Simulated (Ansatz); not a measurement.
Input, command and steps of an Ansatz relaxation.

```yaml
crystal:
  lattice:
    - [3.5108910958, 0.0, 0.0]
    - [-1.7554455479, 3.0405208789, 0.0]
    - [0.0, 0.0, 11.7529016065]
  atoms:
    - { symbol: Bi, position: [0.0, 0.0, 0.0] }
    - { symbol: Bi, position: [0.3333333333, 0.6666666667, 0.25] }
    - { symbol: Bi, position: [0.0, 0.0, 0.5] }
    - { symbol: Bi, position: [0.6666666667, 0.3333333333, 0.75] }
basis:
  ecutwfc: 420
kpoints:
  mp_grid: { grid: [12, 12, 4] }
hamiltonian:
  xc: pbe
scf:
  occupations: { method: gaussian, width: 0.1 }
output:
  forces: true
  stress: true
  eigenvalues: true
relax:
  adjacent_minimum: "off"
  f_tol: 0.01
  max_steps: 60
  cell: { stress_tol: 0.1 }
```

```bash
ansatz run input.yaml --threads 1 --pin off --max-ram 2560MiB --backend cpu --events-out ev --progress --plain --runs-dir out
```

Method: DFT PBE, scalar-relativistic, plane waves, PAW in Ansatz 0.2.0.

Of 4 frames 3 are shown, positions in Å and forces in eV/Å; the SCF threshold varies from step to step. Steps run on the plane waves of an earlier cell, with a Pulay correction in the pressure. The basis is chosen afresh for the last frame, the zero of the energies, and at times for earlier ones too; energy and pressure step there, also at an unchanged geometry.

```xyz
4
Lattice="3.5109 0.0000 0.0000 -1.7554 3.0405 0.0000 0.0000 0.0000 11.7529" Properties=species:S:1:pos:R:3:forces:R:3 pbc="T T T" step=1 free_energy_over_end_meV_per_atom=0.38 pressure_GPa=0.45
Bi    0.0000    0.0000    0.0000    0.0000    0.0000    0.0000
Bi    0.0000    2.0270    2.9382    0.0000    0.0000    0.0000
Bi    0.0000    0.0000    5.8765    0.0000    0.0000    0.0000
Bi    1.7554    1.0135    8.8147    0.0000    0.0000    0.0000
4
Lattice="3.5256 0.0000 0.0000 -1.7628 3.0532 0.0000 0.0000 0.0000 11.7981" Properties=species:S:1:pos:R:3:forces:R:3 pbc="T T T" step=2 free_energy_over_end_meV_per_atom=0.15 pressure_GPa=-0.19
Bi    0.0000    0.0000    0.0000    0.0000    0.0000    0.0000
Bi    0.0000    2.0355    2.9495    0.0000    0.0000    0.0000
Bi    0.0000    0.0000    5.8991    0.0000    0.0000    0.0000
Bi    1.7628    1.0177    8.8486    0.0000    0.0000    0.0000
4
Lattice="3.5207 0.0000 0.0000 -1.7603 3.0490 0.0000 0.0000 0.0000 11.7886" Properties=species:S:1:pos:R:3:forces:R:3 pbc="T T T" step=4 free_energy_over_end_meV_per_atom=0.00 pressure_GPa=0.00
Bi    0.0000    0.0000    0.0000    0.0000    0.0000    0.0000
Bi    0.0000    2.0327    2.9471    0.0000    0.0000    0.0000
Bi    0.0000    0.0000    5.8943    0.0000    0.0000    0.0000
Bi    1.7603    1.0163    8.8414    0.0000    0.0000    0.0000
```

It took 30 s on 1 thread of Intel(R) Xeon(R) Platinum 8488C (Sapphire Rapids), with other jobs on the host, peak memory 0.55 GiB.

Spin–orbit coupling is left out, which can shift energies with elements as heavy as these.